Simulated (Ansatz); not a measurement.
# MgI2 (P-3m1) in Ansatz: convergence with xc grid

Aim: find how far xc grid must go before the results for MgI2 settle, at PBE. This setting moves, with any that are tied to it; all else stays.

Program: Ansatz 0.2.0. These are calculated values, not measurements. Logs are shortened: lines on timing, memory, paths and dates and some standing lists are left out, and cuts for length are marked.

## Step 1: The structure

It takes space group P-3m1 (No. 164, trigonal). Conventional cell: a = 4.140 Å, b = 4.140 Å, c = 6.880 Å, α = 90.00°, β = 90.00°, γ = 120.00°. Around I (site symmetry 3m) lie 3 Mg at 2.94 Å. Mg (site symmetry -3m) has 6 I at 2.94 Å as nearest neighbours.

## Step 2: With xc grid 1

The input, input.yaml:

```yaml
crystal:
  lattice:
    - [4.14, 0.0, 0.0]
    - [-2.07, 3.5853451717, 0.0]
    - [0.0, 0.0, 6.88]
  atoms:
    - { symbol: I, position: [0.6666666667, 0.3333333333, 0.75] }
    - { symbol: I, position: [0.3333333333, 0.6666666667, 0.25] }
    - { symbol: Mg, position: [0.0, 0.0, 0.0] }
hamiltonian:
  xc: pbe
  pseudopotentials: { kind: paw }
kpoints:
  mp_grid: { grid: [6, 6, 4] }
scf:
  occupations: { method: gaussian, width: 0.1 }
output:
  forces: true
  stress: true
  eigenvalues: true
basis:
  xc_grid: 1
```

Potentials or basis: Ansatz PAW.

The run is started by

```bash
$ ansatz run input.yaml --threads 2 --pin off --max-ram 5632MiB --backend cpu --events-out ev --progress --plain --runs-dir out
```

The log of the run:

```text
Warning: RAYON_NUM_THREADS=2 ignored (pool sized by the plan → 2); use --threads N
Engine: ansatz 0.2.0, aarch64-unknown-linux-gnu
Pseudopotentials: kind: paw
Pseudopotential: I, paw, valence charge 17, recommended cutoff 420 eV (normal), I.paw.azcp
Pseudopotential: Mg, paw, valence charge 10, recommended cutoff 420 eV (normal), Mg.paw.azcp
Functional definition: PBE
  parameter kappa = 0.804
  parameter beta = 0.06672455060314922
  exchange = pbe_x(kappa = kappa, mu = beta*pi^2/3)
  correlation = pbe_c(beta = beta)
Crystal: 3 atoms, lattice volume = 102.122 Å³
Basis set: ecut = 420 eV, 1979 PW (Γ)
Bands: 27, of which v1, the nominal top of the filled ones, is band 22 counted from 1 (21 counted from 0)
Symmetry: 12 space group operations
Space group: P-3m1 (ITA 164), of the structure as read, at distance tolerance 4.7e-5 Å
k-points: 24 of 144
Non-local potential: I, projectors of the file, l = 0: 2, l = 1: 2, l = 2: 2, l = 3: 2
Non-local potential: Mg, projectors of the file, l = 0: 3, l = 1: 2, l = 2: 1
PAW form: soft (Blöchl's): semilocal exchange-correlation on the pseudo side does not see the compensation charge
PAW one-centre angular grid: I, 590 points (default); XC on 64 Gauss nodes
PAW one-centre angular grid: Mg, 110 points (default); XC on 64 Gauss nodes
Initial density: superposition of atomic densities (neutral atoms: chi_scale 0, normalization atom), corrected by the library's trained network
Initial wavefunctions: pseudopotential atomic-orbital guess
Functional: x = pbe(κ = 0.804, μ = 0.2195149727645171), c = pbe(β = 0.06672455060314922)
SCF iter   1: F=—  HF=-16952.765350 eV  |F-HF|=—  |Δ(HF+E_count)|=         —  Δρ=6.78e-4  dr2=3.23e-4  ethr=1.77e-3  ⟨swp⟩=7.3  Hψ=3130  notcnv=0
preconditioner: auto → Resta (q_TF=auto, 2.371 Å⁻¹)  ε∞=3.1  [insulator: Δε(μ)=3.481 eV  Ē_g=10.121 eV  σ=0.100 eV  W_gap=1.00  n_scr=22 (ndim 8)  ℏωp=14.7 eV  f_vac=0.077  D(μ)=0.00/eV (n_scr^D=0)  ε∞_Penn≈3.1]
SCF iter   2: F=—  HF=-16952.764552 eV  |F-HF|=—  |Δ(HF+E_count)|=   7.99e-4  Δρ=4.98e-4  dr2=4.82e-4  ethr=7.33e-7  ⟨swp⟩=3.0  Hψ=1428  notcnv=0
SCF iter   3: F=—  HF=-16952.764517 eV  |F-HF|=—  |Δ(HF+E_count)|=   3.42e-5  Δρ=2.74e-4  dr2=1.02e-4  ethr=7.33e-7  ⟨swp⟩=2.6  Hψ=1006  notcnv=0
SCF iter   4: F=—  HF=-16952.764578 eV  |F-HF|=—  |Δ(HF+E_count)|=   6.04e-5  Δρ=6.96e-5  dr2=5.58e-6  ethr=2.32e-7  ⟨swp⟩=3.0  Hψ=1226  notcnv=0
automatic band count: iteration 4 solves 26 bands in place of 27: the levels show a gap, and the empty bands left out lie too high to hold charge; the band table lists the bands solved (type scf.n_extra_bands for more)
SCF iter   5: F=—  HF=-16952.764583 eV  |F-HF|=—  |Δ(HF+E_count)|=   5.55e-6  Δρ=3.54e-5  dr2=2.60e-6  ethr=1.27e-8  ⟨swp⟩=3.0  Hψ=1118  notcnv=0
SCF iter   6: F=—  HF=-16952.764584 eV  |F-HF|=—  |Δ(HF+E_count)|=   1.30e-7  Δρ=8.23e-6  dr2=1.32e-7  ethr=5.91e-9  ⟨swp⟩=3.0  Hψ=1137  notcnv=0
SCF iter   7: F=-16952.764584 eV  HF=-16952.764584 eV  |F-HF|=3.48e-9  |Δ(HF+E_count)|=   1.00e-7  Δρ=1.61e-6  dr2=2.68e-9  ethr=2.27e-10  ⟨swp⟩=6.9  Hψ=2600  notcnv=0
SCF 1 converged in 7 iterations: F = -16952.764584 eV  dr2 = 2.68e-9
SCF converged after 7 iterations
Free energy (F): -16952.764584 eV
Harris-Foulkes:  -16952.764584 eV  (|F-HF|=3.48e-9)
Internal energy: -16952.764584 eV  (E = F + TS)
E sigma→0 (E₀):  -16952.764584 eV
Fermi energy:    6.711318 eV
--- Per-component energies (eV) ---
  E_band       = -1121.506637
  E_kinetic    = 453.629695
  E_local      = -5733.005005  (includes V_loc(G=0)·N_el)
  E_nonlocal   = -85.766293
  E_hartree    = 2700.962200
  E_xc         = -285.123288
  E_vxc        = -294.633736  (∫ρ·V_xc dr)
  E_paw        = -9926.209094  (= ΣΔE_a)
  E_vpaw       = -863.654143  (= ΣTr[D̂ρ^β])
  E_aug_tail   = -0.000018  (compensation charges beyond the density's cutoff)
  E_ewald      = -4077.252780
  E_smearing   = -0.000000  (= −TS)
  E_closure    = -0.000000  (closes the sum)
  Σ components = -16952.764584   (vs F -16952.764584, Δ=0.00e0)
--- Forces (eV/Å), atoms counted from 1 ---
  atom   1  I      0.00000000    -0.00000000     0.24587232
  atom   2  I      0.00000000     0.00000000    -0.24587232
  atom   3  Mg    -0.00000000     0.00000000     0.00000000
  max |Σ_I F_I| component: 2.78e-17 eV/Å
--- Stress (GPa, compression-positive) ---
        0.848664       0.000000       0.000000
        0.000000       0.848664       0.000000
        0.000000       0.000000       0.270850
  P = ⅓ Tr σ = 0.6561 GPa (6.561 kbar)
--- Band table (eV; the first three rows and the last of 24) ---
  k-point 0: bands = ["-70.3228", "-38.6658", "-38.6658", "-38.6656", "-38.6656", "-38.6608", "-38.6608", "-38.6603", "-38.6603", "-38.6580", "-38.6578", "-37.0766", "-37.0766", "-37.0730", "-7.0650", "-6.3866", "1.3775", "4.6009", "4.6009", "4.9425", "4.9663", "4.9663", "8.6079", "9.8335", "11.7908", "11.7908"]
  k-point 1: bands = ["-70.3228", "-38.6658", "-38.6658", "-38.6655", "-38.6655", "-38.6607", "-38.6607", "-38.6604", "-38.6604", "-38.6580", "-38.6578", "-37.0766", "-37.0766", "-37.0730", "-6.9928", "-6.4834", "1.7153", "4.2404", "4.6468", "4.6468", "4.9183", "4.9183", "9.1703", "9.8813", "11.6820", "11.6820"]
  k-point 2: bands = ["-70.3228", "-38.6659", "-38.6659", "-38.6655", "-38.6655", "-38.6606", "-38.6606", "-38.6605", "-38.6605", "-38.6579", "-38.6579", "-37.0766", "-37.0766", "-37.0730", "-6.8752", "-6.6251", "2.2921", "3.3870", "4.7229", "4.7229", "4.8400", "4.8400", "9.6767", "9.9016", "11.5921", "11.5921"]
  k-point 23: bands = ["-70.3227", "-38.6654", "-38.6651", "-38.6651", "-38.6651", "-38.6608", "-38.6608", "-38.6607", "-38.6606", "-38.6574", "-38.6574", "-37.0775", "-37.0775", "-37.0725", "-6.1859", "-6.1859", "1.9198", "2.2445", "2.2445", "2.7317", "4.4142", "4.4142", "9.6600", "10.5707", "10.5707", "12.1790"]
```

Run time: 1.4 s. Hardware: 2 threads of Arm Neoverse V2, shared host; peak memory 0.35 GiB.

What came out:

* Free energy: -16952.7646 eV
* Pressure: 0.7 GPa
* Largest force: 0.246 eV/Å
* Band gap on the k mesh: 3.49 eV, indirect (least direct gap 3.64 eV)

## Step 3: With xc grid 2

Edit input.yaml of step 2 so:

```diff
@@ -21,2 +21,2 @@
 basis:
-  xc_grid: 1
+  xc_grid: 2
```

Potentials or basis: Ansatz PAW.

The run is started by

```bash
$ ansatz run input.yaml --threads 2 --pin off --max-ram 5632MiB --backend cpu --events-out ev --progress --plain --runs-dir out
```

Wall time 1.4 s (2 threads of Arm Neoverse V2, shared host); peak memory 0.36 GiB.

Results:

```yaml
Free_energy: -16952.7646 eV
Pressure: 0.7 GPa
Largest_force: 0.246 eV/Å
Band_gap_on_the_k_mesh: 3.49 eV, indirect (least direct gap 3.64 eV)
```

## Step 4: With xc grid 3

Edit input.yaml of step 3 so:

```diff
@@ -21,2 +21,2 @@
 basis:
-  xc_grid: 2
+  xc_grid: 3
```

The run is started by

```bash
$ ansatz run input.yaml --threads 2 --pin off --max-ram 5632MiB --backend cpu --events-out ev --progress --plain --runs-dir out
```

Wall time 1.5 s (2 threads of Arm Neoverse V2, shared host); peak memory 0.4 GiB.

It converged, with:

| Item | Value |
| --- | --- |
| Free energy | -16952.7646 eV |
| Pressure | 0.7 GPa |
| Largest force | 0.246 eV/Å |
| Band gap on the k mesh | 3.49 eV, indirect (least direct gap 3.64 eV) |

## Step 5: With xc grid 4

Edit input.yaml of step 4 so:

```diff
@@ -21,2 +21,2 @@
 basis:
-  xc_grid: 3
+  xc_grid: 4
```

The run is started by

```bash
$ ansatz run input.yaml --threads 2 --pin off --max-ram 5632MiB --backend cpu --events-out ev --progress --plain --runs-dir out
```

It took 1.6 s on 2 threads of Arm Neoverse V2, shared host; peak memory 0.47 GiB.

Results (log left out):

```yaml
Free_energy: -16952.7646 eV
Pressure: 0.7 GPa
Largest_force: 0.246 eV/Å
Band_gap_on_the_k_mesh: 3.49 eV, indirect (least direct gap 3.64 eV)
```

## Step 6: With xc grid 5

Edit input.yaml of step 5 so:

```diff
@@ -21,2 +21,2 @@
 basis:
-  xc_grid: 4
+  xc_grid: 5
```

Potentials or basis: Ansatz PAW.

The run is started by

```bash
$ ansatz run input.yaml --threads 2 --pin off --max-ram 5632MiB --backend cpu --events-out ev --progress --plain --runs-dir out
```

Run time: 1.7 s. Hardware: 2 threads of Arm Neoverse V2, shared host; peak memory 0.58 GiB.

It converged, with:

- Free energy: -16952.7646 eV
- Pressure: 0.7 GPa
- Largest force: 0.246 eV/Å
- Band gap on the k mesh: 3.49 eV, indirect (least direct gap 3.64 eV)

## Step 7: Summary

| xc grid | energy less the tightest run, at zero smearing (meV/atom) | SCF cycles | CPU time (s) | peak memory (GiB) |
| --- | --- | --- | --- | --- |
| 1 | 0.00 | 7 | 2.6 | 0.35 |
| 2 | 0.00 | 7 | 2.7 | 0.36 |
| 3 | 0.00 | 7 | 2.8 | 0.4 |
| 4 | 0.00 | 7 | 3 | 0.47 |
| 5 | 0.00 | 7 | 3.3 | 0.58 |

Against the tightest run, the energy stays within 1 meV/atom from 1 on. The tightest run that finished is the yardstick and may itself not be fully converged.

Caveats: spin-orbit coupling is left out, which moves the levels of the heavy elements; the cell's inner coordinates are idealised or old, which leaves forces on the atoms; this functional lacks dispersion, which binds the layers, so the pressure and a relaxed spacing across them are unreliable.
